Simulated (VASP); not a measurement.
Sb:

```
Sb
1.0
     0.00000    2.30500    2.30500
     2.30500    0.00000    2.30500
     2.30500    2.30500    0.00000
Sb
1
Direct
  0.00000 0.00000 0.00000
```

This isn't the form of Sb at room conditions, which is rhombohedral.

```yaml
Program: VASP 6.6.1
Task: relaxation of cell and atoms
Functional: PBE
Potentials_or_basis: VASP PAW PBE potentials, release 64 (Sb)
Cutoff: 520 eV
k_mesh: 16 × 16 × 16
Occupations: gaussian, width 0.1 eV
Spin: no spin polarisation
```

At the start: pressure 8.6 GPa; volume 24.49 Å³/atom.

Task: Where does the relaxation end?

Result: Over 3 steps the energy falls by 70.5 meV/atom and the volume is 27.43 Å³/atom (+12.0 %); space group Fm-3m (No. 225, to 0.05 Å).

Step by step:
| step | energy change (eV) | largest force (eV/Å) | pressure (GPa) | volume (Å³) |
| --- | --- | --- | --- | --- |
| 1 | 0.0000 | 0.0000 | 8.55 | 24.49 |
| 2 | -0.0472 | 0.0000 | -3.48 | 29.43 |
| 3 | -0.0705 | 0.0000 | 0.00 | 27.43 |

Final structure:
```cif
data_structure
_symmetry_space_group_name_H-M 'P 1'
_symmetry_Int_Tables_number 1
_cell_length_a 3.3851
_cell_length_b 3.3851
_cell_length_c 3.3851
_cell_angle_alpha 60.000
_cell_angle_beta 60.000
_cell_angle_gamma 60.000
_cell_volume 27.43
loop_
_atom_site_label
_atom_site_type_symbol
_atom_site_fract_x
_atom_site_fract_y
_atom_site_fract_z
_atom_site_occupancy
Sb1 Sb 0.00000 0.00000 0.00000 1
```

Caveat: the volume moved by +12 % from the deposited cell, more than functionals usually miss.
